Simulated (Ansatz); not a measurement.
## Where Mg_Hf puts its levels in the gap of HfO2 (P2_1/c)

Wanted: the transition levels of a substitutional impurity in HfO2 (P2_1/c), from a cell of 96 host atoms with 1 Hf taken out and 1 Mg put in.

Program: Ansatz 0.2.0. Level of theory: place-levels on r2SCAN runs: charge-transition levels and formation energies with image-charge correction and potential alignment at the atomic sites; PAW set soft_1. Results are calculated unless marked as measured.

**1. The starting structure**

The cell holds 96 atoms: 31 Hf, 64 O and 1 Mg. Cell: a = 10.229 Å, b = 10.363 Å, c = 10.593 Å, α = 90.0°, β = 99.5°, γ = 90.0°. It derives from HfO2 (space group P2_1/c). Nearest the centre at fractional (0.638, 0.521, 0.604): Mg88 at 0.00 Å, O93 at 2.04 Å, O22 at 2.05 Å, O68 at 2.14 Å, O84 at 2.14 Å, O91 at 2.16 Å, O53 at 2.24 Å, O90 at 2.25 Å.

Known beforehand: the electronic dielectric constant, principal values (4.68, 5.06, 5.10), and the static one, principal values (15.30, 19.46, 21.76), computed on the host (DFPT, PBEsol, on the r2SCAN cell), and a cell off the functional's own equilibrium shifts the ionic part.

The cell's shortest repeat is 10.2 Å.

**2. Charge states**

Levels follow from differences of total energies between charge states, each relaxed by itself.

Each atom starts 0.05 Å or so off its site in a random direction. Forces are taken at one point at (¼, ¼, ¼). The cell holds 2 electrons more than the neutral one, with a uniform background that keeps it neutral on the whole.

The sampling was tested on the host first: at the k-points planned (1x1x1 shifted 0.25 0.25 0.25) its energy lies 0.000 eV an atom from the dense-mesh value, under the bound of 0.02 eV set for this test; that bounds the host's error, not the defect's.

One state's input; the others differ in charge, spin, start and seed, and in occupations where the table says so.

qm2.relax/input.yaml reads:

```yaml
crystal:
  lattice:
    - [5.11472524, 0.0, 0.00439096]
    - [0.0, 5.18131434, 0.0]
    - [-0.8752188, 0.0, 5.22383757]
  atoms:
    - { symbol: Hf, position: [0.27617734, 0.45817284, 0.70826142] }
    - { symbol: Hf, position: [0.72382266, 0.95817284, 0.79173858] }
    - { symbol: Hf, position: [0.72382266, 0.54182716, 0.29173858] }
    - { symbol: Hf, position: [0.27617734, 0.04182716, 0.20826142] }
    - { symbol: O, position: [0.44799697, 0.74237157, 0.97842192] }
    - { symbol: O, position: [0.55200303, 0.24237157, 0.52157808] }
    - { symbol: O, position: [0.55200303, 0.25762843, 0.02157808] }
    - { symbol: O, position: [0.44799697, 0.75762843, 0.47842192] }
    - { symbol: O, position: [0.06994267, 0.33347536, 0.34426322] }
    - { symbol: O, position: [0.93005733, 0.83347536, 0.15573678] }
    - { symbol: O, position: [0.93005733, 0.66652464, 0.65573678] }
    - { symbol: O, position: [0.06994267, 0.16652464, 0.84426322] }
  supercell: [2, 2, 2]
  defects: [{ substitution: { at: 87, symbol: Mg } }]
total_charge: -2
basis:
  ecutwfc: 500
  xc_grid: 2
hamiltonian:
  xc: r2scan
  pseudopotentials: { kind: paw, azcp: { folder: soft_1 } }
kpoints:
  mp_grid: { grid: [1, 1, 1], shift: [0.25, 0.25, 0.25] }
scf:
  occupations: { method: fixed }
  max_iter: 100
output:
  forces: true
  charged_corrections:
    epsilon: [[5.04, 0.0, 0.14], [0.0, 5.06, 0.0], [0.14, 0.0, 4.74]]
    static_epsilon: [[21.35, 0.0, 1.58], [0.0, 19.46, 0.0], [1.58, 0.0, 15.71]]
relax:
  f_tol: 0.02
  max_steps: 80
  random_displacement: { amplitude: 0.05, seed: 5963 }
checkpoint:
  write: "../qm2.relax.run"
  compress: false
  write_wavefunctions: true
  write_every: 100000
```

Launch:

```bash
$ ansatz run input.yaml --threads 32 --pin off --max-ram 56524MiB --backend cuda --events-out ev --progress --plain --runs-dir out --max-vram 78GiB
```

Defect states can disperse in a cell of this size, so the energy is taken again at a 2×2×2 shifted mesh, on the relaxed structure.

The run of this state that the levels use, under r2SCAN:

qm2.point/input.yaml reads:

```yaml
crystal:
  checkpoint: "../qm2.relax.run"
  host: checkpoint
total_charge: -2
basis:
  ecutwfc: 500
  xc_grid: 2
hamiltonian:
  xc: r2scan
  pseudopotentials: { kind: paw, azcp: { folder: soft_1 } }
kpoints:
  mp_grid: { grid: [2, 2, 2], shift: [0.5, 0.5, 0.5] }
scf:
  occupations: { method: fermi_dirac, width: 0.01 }
  max_iter: 100
output:
  forces: true
  eigenvalues: true
  charged_corrections:
    epsilon: [[5.04, 0.0, 0.14], [0.0, 5.06, 0.0], [0.14, 0.0, 4.74]]
    static_epsilon: [[21.35, 0.0, 1.58], [0.0, 19.46, 0.0], [1.58, 0.0, 15.71]]
    defect_position: [0.638089, 0.520914, 0.604131]
  eigenstates: { localisation: true }
  populations: true
checkpoint:
  read: "../qm2.relax.run"
  write: "../qm2.point.run"
  compress: false
  write_wavefunctions: false
  write_every: 100000
```

Relaxations under r2SCAN at one point at (¼, ¼, ¼); times on 1 × NVIDIA GB200 with 32 threads of Arm Neoverse V2, shared host:

```tsv
charge	moment (μB)	occupations	outcome	steps	largest displacement against the far atoms (Å)	time
−2	0	fixed	converged	6	0.15	11 s
−1	1	fixed	converged	15	0.16	38 s
0	0	fixed	converged	9	0.14	19 s
0	2	fixed	converged	13	0.16	35 s
+1	1	fixed	converged	11	0.17	38 s
+1	3	fixed	converged	23	0.23	66 s
```

Single points under r2SCAN at a 2×2×2 shifted mesh; times on 1 × NVIDIA GB200 with 32 threads of Arm Neoverse V2, shared host:

```tsv
charge	moment (μB)	occupations	outcome	time
−2	0	fermi-dirac	converged	5.6 s
−1	1	fermi-dirac	converged	21 s
0	0	fermi-dirac	converged	10 s
0	2	fermi-dirac	converged	20 s
+1	1	fermi-dirac	converged	20 s
+1	3	fermi-dirac	converged	22 s
```

Distances (Å) from Mg88 to the nearest atoms after relaxation with r2SCAN:

```tsv
charge	moment (μB)	1.	2.	3.	4.	5.	6.
−2	0	O 2.02	O 2.08	O 2.15	O 2.19	O 2.25	O 2.26
−1	1	O 2.02	O 2.13	O 2.14	O 2.15	O 2.16	O 2.24
0	0	O 2.02	O 2.09	O 2.17	O 2.17	O 2.22	O 2.25
0	2	O 2.01	O 2.12	O 2.14	O 2.16	O 2.16	O 2.23
+1	1	O 2.02	O 2.14	O 2.14	O 2.15	O 2.16	O 2.23
+1	3	O 2.06	O 2.12	O 2.13	O 2.15	O 2.16	O 2.18
```

**3. Placing the levels, r2SCAN**

A charged cell interacts with its images and the background, and its potential has another zero than the host's. place-levels removes the first by a point-charge model, screened by the static dielectric constant since the ions have relaxed around the charge, and the second by comparing potentials at atoms far from the defect.

The host is a run of the defect-free crystal in the same cutoffs, grids and k-points, so that basis and sampling errors cancel in part in the differences. Its band edges come from a run of the primitive cell that searches the zone for them. The host is run in a cell of 24 atoms on a matching mesh. Chemical potentials are energies per atom of Hf (hcp) and Mg (hcp), run with the same functional and cutoff.

levels.point.yaml reads:

```yaml
host:
  run: host.point.run
  levels_from: { run: edges.point.run }
states: [qm2.point.run, qm1_M1.point.run, q0.point.run, q0_M2.point.run, qp1_M1.point.run, qp1_M3.point.run]
geometry_from:
  qm2.point.run: qm2.relax.run
  qm1_M1.point.run: qm1_M1.relax.run
  q0.point.run: q0.relax.run
  q0_M2.point.run: q0_M2.relax.run
  qp1_M1.point.run: qp1_M1.relax.run
  qp1_M3.point.run: qp1_M3.relax.run
  host.point.run: host.relax.run
chemical_potentials:
  Hf:
    energy: -15733.791958
    dataset: "<sha256 of the dataset>"
  Mg:
    energy: -1926.407918
    dataset: "<sha256 of the dataset>"
epsilon:
  - [5.04, 0.0, 0.14]
  - [0.0, 5.06, 0.0]
  - [0.14, 0.0, 4.74]
static_epsilon:
  - [21.35, 0.0, 1.58]
  - [0.0, 19.46, 0.0]
  - [1.58, 0.0, 15.71]
vertical:
  - { from: qm2.point.run, to: qm2.point_neutral.run }
  - { from: qm1_M1.point.run, to: qm1_M1.point_neutral.run }
  - { from: qp1_M1.point.run, to: qp1_M1.point_neutral.run }
  - { from: qp1_M3.point.run, to: qp1_M3.point_neutral.run }
```

Launch:

```bash
$ ansatz place-levels levels.point.yaml -- --threads 32 --pin off --max-ram 56524MiB --backend cuda --max-vram 78GiB
```

Numbers of over 12 decimals in the logs are rounded to 6 here.

The program printed:

```text
[... repeated set-up lines and file paths are left out, and long positions are rounded to six places ...]
(+1/0) 0.059 eV beneath the valence edge (-0.082 eV without the band-filling correction), in the valence band
(0/-1) 0.035 eV above the valence edge, 4.561 eV under the conduction edge
(-1/-2) 0.321 eV above the valence edge, 4.275 eV under the conduction edge
formation energy of charge +1: +8.255 eV with the Fermi level at the valence edge
formation energy of charge 0: +8.197 eV with the Fermi level at the valence edge
formation energy of charge -1: +8.231 eV with the Fermi level at the valence edge
formation energy of charge -2: +8.552 eV with the Fermi level at the valence edge
vertical -2 to 0: no energy, since no alignment is typed
  the change from vertical[0].from (qm2.point.run) to vertical[0].to (qm2.point_neutral.run): by its potential at epsilon [[5.04, 0, 0.14], [0, 5.06, 0], [0.14, 0, 4.74]] it stands at 0.548 0.609 0.621, with an rms radius of about 6.4 Å (3.7 3.8 3.6 Å across [...]
vertical -1 to 0: no energy, since no alignment is typed
  the change from vertical[1].from (qm1_M1.point.run) to vertical[1].to (qm1_M1.point_neutral.run): by its potential at epsilon [[5.04, 0, 0.14], [0, 5.06, 0], [0.14, 0, 4.74]] it stands at 0.347 0.225 0.215, with an rms radius of about 6.0 Å (4.3 2.9 3.0 Å [...]
vertical +1 to 0: no energy, since no alignment is typed
  the change from vertical[2].from (qp1_M1.point.run) to vertical[2].to (qp1_M1.point_neutral.run): by its potential at epsilon [[5.04, 0, 0.14], [0, 5.06, 0], [0.14, 0, 4.74]] it stands at 0.843 0.667 0.682, with an rms radius of about 5.5 Å (4.0 2.9 2.5 Å [...]
vertical +1 to 0: no energy, since no alignment is typed
  the change from vertical[3].from (qp1_M3.point.run) to vertical[3].to (qp1_M3.point_neutral.run): by its potential at epsilon [[5.04, 0, 0.14], [0, 5.06, 0], [0.14, 0, 4.74]] it stands at 0.045 0.504 0.627, with an rms radius of about 3.8 Å (2.5 2.2 1.9 Å [...]
  edges by r2scan of host.levels_from (edges.point.run), its mesh sampled to repeats of 30.69 Å (the valence edge +0.092 eV and the conduction edge -0.106 eV from those of the host's own run), gap 4.596 eV; the host is sampled to repeats of 26.92 Å
  the defect's cells are sampled to repeats of 26.92 Å, like sampling
  charge +1: -526266.0100 eV with its correction of -0.260 eV, at epsilon [[21.35, 0, 1.58], [0, 19.46, 0], [1.58, 0, 15.71]], aligned at sites: -0.3656 eV, mean over 48 atomic sites at or beyond 5.11 Å from the defect at [0.6381, 0.5209, 0.6041], with [...]
  charge 0: +0.000 eV for its dipole among its images, +0.087 omitted
  charge -1: -526240.8697 eV with its correction of +0.366 eV, at epsilon [[21.35, 0, 1.58], [0, 19.46, 0], [1.58, 0, 15.71]], aligned at sites: -0.2610 eV, mean over 48 atomic sites at or beyond 5.11 Å from the defect at [0.6381, 0.5209, 0.6041], with [...]
[...]
vertical[0].to (qm2.point_neutral.run): levels filled in part (TS 0.018 eV): its energy is of no whole electron's
  of vertical[0].to (qm2.point_neutral.run): its displacements don't fall off away from the defect: farther atoms stand 0.013 Å off the host's places. [...]
  of vertical[1].from (qm1_M1.point.run): its displacements don't fall off away from the defect: farther atoms stand 0.013 Å off the host's places. [...]
  vertical[1].to (qm1_M1.point_neutral.run): levels filled in part (TS 0.015 eV): its energy is of no whole electron's
  of vertical[1].to (qm1_M1.point_neutral.run): its displacements don't fall off away from the defect: farther atoms stand 0.013 Å off the host's places. [...]
  of vertical[2].from (qp1_M1.point.run): its displacements don't fall off away from the defect: farther atoms stand 0.017 Å off the host's places. [...]
```

Wall time 0.69 s (32 threads of Arm Neoverse V2, shared host).

Levels between the charges placed, in eV above the valence top:

```tsv
	gap (eV)	(+1/0)	(0/−1)	(−1/−2)
r2SCAN	4.60	-0.06	0.03	0.32
```

Corrections by state:

```tsv
charge	moment (μB)	image terms and alignment (eV)	band filling (eV)	ε used	over the lowest of its charge, as the program ranks them, band filling apart (eV)
+1	3.0	-0.260	-0.023	principal values (15.30, 19.46, 21.76)	0.000
0	2.0	0.000	-	-	0.000
−1	1.0	0.366	-	principal values (15.30, 19.46, 21.76)	0.000
−2	0.0	0.879	-	principal values (15.30, 19.46, 21.76)	0.000
+1	1.0	-0.278	-	principal values (15.30, 19.46, 21.76)	0.002
0	0.0	0.000	-	-	0.136
```

The charged structures listed were also run neutral, and place-levels reads from each pair, by the potential or the spins, how wide the charge is by which they differ; that can be the carrier of either run.

```tsv
charge	rms radius (Å)	spread where it is widest against the cell (Å)	wide from (Å)	reading
+1	3.8	2.52	1.75	wide
−1	6.0	4.25	1.75	wide
−2	6.4	3.82	1.79	wide
```

The neutral runs of these pairs need not share the spin of the lowest neutral state, and very wide values only mean spread over the cell.

From the program's caveats on the states, each cut to its opening words:

- charge +1 (3 μB): it parts from the run at its places by a charge that spreads by about 2.5 Å along one vector (1.7 Å or more is wide), by its potential at epsilon [[5.04, 0, [...]
- charge +1 (3 μB): a band-filling correction moves a carrier to the host's band edge, which changes its energy by -0.023 eV
- charge +1 (3 μB): its displacements don't fall off away from the defect: farther atoms stand 0.018 Å off the host's places
- charge +1 (3 μB), 0 (2 μB), −1 (1 μB), +1 (1 μB): flagged: stability check not made
- charge 0 (2 μB): the far atoms show a dipole or second moment of the defect's charge, for which the correction takes or leaves out 0.087 eV: further moments aren't read, and [...]
- charge 0 (2 μB), +1 (1 μB): its displacements don't fall off away from the defect: farther atoms stand 0.017 Å off the host's places
- charge −1 (1 μB): it parts from the run at its places by a charge that spreads by about 4.3 Å along one vector (1.7 Å or more is wide), by its potential at epsilon [[5.04, 0, [...]
- charge −1 (1 μB), −2: its displacements don't fall off away from the defect: farther atoms stand 0.013 Å off the host's places
- charge −2: it parts from the run at its places by a charge that spreads by about 3.8 Å along one vector (1.8 Å or more is wide), by its potential at epsilon [[5.04, 0, [...]
- charge +1 (1 μB): it parts from the run at its places by a charge that spreads by about 4 Å along one vector (1.7 Å or more is wide), by its potential at epsilon [[5.04, 0, [...]
- charge 0: its displacements don't fall off away from the defect: farther atoms stand 0.012 Å off the host's places

The host's formation energy from the elements is -3.796 eV per atom; it sets how far the chemical potentials can move.

Limit set by the element alone; other compounds of these elements are not counted. Chemical potentials from the elements' reference states: Hf 0.00 eV, O -5.69 eV, Mg 0.00 eV. Formation energy by charge state (Hf-rich; gap 4.60 eV):

```tsv
charge	at valence top (eV)	at conduction bottom (eV)	correction included (eV)
+1	8.26	12.85	-0.28
0	8.20	8.20	0.00
−1	8.23	3.64	0.37
−2	8.55	-0.64	0.88
```

```csv
Fermi level (eV),lowest formation energy (eV)
0.00,8.20
0.42,7.72
0.83,6.88
1.25,6.05
1.67,5.21
2.09,4.38
2.51,3.54
2.93,2.70
3.34,1.87
3.76,1.03
4.18,0.20
4.60,-0.64
```

Limit set by the element alone; other compounds of these elements are not counted. Chemical potentials from the elements' reference states: O 0.00 eV, Hf -11.39 eV, Mg 0.00 eV. Formation energies (O-rich), with the Fermi level at the valence top and at the conduction bottom (gap 4.60 eV):

```tsv
charge	at valence top (eV)	at conduction bottom (eV)	correction included (eV)
+1	-3.13	1.46	-0.28
0	-3.19	-3.19	0.00
−1	-3.16	-7.75	0.37
−2	-2.84	-12.03	0.88
```

```csv
Fermi level (eV),lowest formation energy (eV)
0.00,-3.19
0.42,-3.67
0.83,-4.51
1.25,-5.34
1.67,-6.18
2.09,-7.01
2.51,-7.85
2.93,-8.69
3.34,-9.52
3.76,-10.36
4.18,-11.19
4.60,-12.03
```

**4. Effect of the sampling**

The relaxations' own energies give the levels at their sampling, for comparison.

levels.relax_mesh.yaml reads:

```yaml
host:
  run: host.relax.run
  levels_from: { run: edges.relax.run }
states: [qm2.relax.run, qm1_M1.relax.run, q0.relax.run, q0_M2.relax.run, qp1_M1.relax.run, qp1_M3.relax.run]
chemical_potentials:
  Hf:
    energy: -15733.791958
    dataset: "<sha256 of the dataset>"
  Mg:
    energy: -1926.407918
    dataset: "<sha256 of the dataset>"
```

Launch:

```bash
$ ansatz place-levels levels.relax_mesh.yaml -- --threads 32 --pin off --max-ram 56524MiB --backend cuda --max-vram 78GiB
```

The program printed:

```text
(+1/0) 0.080 eV beneath the valence edge, in the valence band
(0/-1) 0.031 eV above the valence edge, 4.565 eV under the conduction edge
(-1/-2) 0.322 eV above the valence edge, 4.273 eV under the conduction edge
formation energy of charge +1: +8.279 eV with the Fermi level at the valence edge
formation energy of charge 0: +8.199 eV with the Fermi level at the valence edge
formation energy of charge -1: +8.230 eV with the Fermi level at the valence edge
formation energy of charge -2: +8.552 eV with the Fermi level at the valence edge
  edges by r2scan of host.levels_from (edges.relax.run), its mesh sampled to repeats of 30.69 Å (the valence edge +0.096 eV and the conduction edge -0.182 eV from those of the host's own run), gap 4.596 eV; the host is sampled to repeats of 14.56 Å
[... the lines on each state left out ...]
```

The job ended after 0.24 s (32 threads).

Levels between neighbouring charges, in eV above the valence top:

```tsv
	gap (eV)	(+1/0)	(0/−1)	(−1/−2)
one point at (¼, ¼, ¼)	4.60	-0.08	0.03	0.32
a 2×2×2 shifted mesh	4.60	-0.06	0.03	0.32
```

Going from one point at (¼, ¼, ¼) to a 2×2×2 shifted mesh moves the levels that carry no band-filling term by up to 0.00 eV and formation energies against the elements by up to 0.02 eV; band-filling terms, which differ between samplings, are in these energies.

**5. What came out**

```yaml
gap_of_the_host: 4.60 eV (r2SCAN)
level_plus_1_over_0: 0.06 eV below the valence top (-0.08 eV above the valence top without the band-filling term)
level_0_minus_1: 0.03 eV above the valence top
level_minus_1_minus_2: 0.32 eV above the valence top
lowest_of_the_charges_placed_just_above_the_valence_top_0p02_ev: 0
lowest_of_the_charges_placed_just_below_the_conduction_bottom_0p02_ev: −2
lowest_formation_energy_at_mid_gap_of_the_charges_run_hf_rich: 3.96 eV
lowest_formation_energy_at_mid_gap_of_the_charges_run_o_rich: -7.43 eV
```

What this shows: Of the charges placed (−2, −1, 0 and +1), the lowest changes at 0.03 eV (0/−1) and 0.32 eV (−1/−2) above the valence top, in a gap of 4.60 eV. (0/−1) and (−1/−2) lie nearer to a band edge than the share of the finite-size correction in them (0.37 and 0.51 eV), and that correction holds for a localised charge alone. (0/−1) lies 0.03 eV from a band edge, less than the doubt on such levels. Charges below −2 were not placed, so these runs say nothing of levels that involve them. States placed: +1 at 3 μB and 1 μB; 0 at 2 μB and 0 μB; −1 at 1 μB; −2 at 0 μB. Other spin states or structures, where not listed, weren't placed. The program finds carriers beyond a band edge of the host and adds a band-filling term at charge +1 (-0.02 eV); steps to such a charge show no bound level, and a defect level inside a band would be read the same way. Mg is taken at its element; compounds, which aren't counted here, bound the chemical potentials and would shift these formation energies. The lowest formation energy (O-rich) is negative across the gap, so the defect would form by itself: these chemical potentials lie beyond what competing compounds allow, or the host is unstable against it. Going from one point at (¼, ¼, ¼) to a 2×2×2 shifted mesh moves the levels that carry no band-filling term by up to 0.00 eV and formation energies against the elements by up to 0.02 eV; band-filling terms, which differ between samplings, are in these energies. What this leaves open: r2SCAN makes the gap too small and tends to spread out bound carriers; where a gas molecule sets a chemical potential or the host's formation energy, its binding is uncorrected; spin–orbit coupling, which can matter with heavy atoms, is left out.

[Logs are printed without paths, hosts, clocks, repeated set-up lines and the standing remarks that a program may print on its own settings, such as how far it seeks lower states.]

[Hosts, paths, dates, database ids (printed as entryN), source tags and the programs' standing remarks are cut or masked in the printed files.]

[Where a table of states has a column of steps, it counts the stored structures, which are thinned; the runs took as many ionic steps or more.]

[A defect's name tells the site on which it was built; relaxed atoms can leave that site.]

[For some hosts the program warned that the k-mesh of the response run may be too coarse for force constants and the static dielectric constant; such warnings are not shown here.]
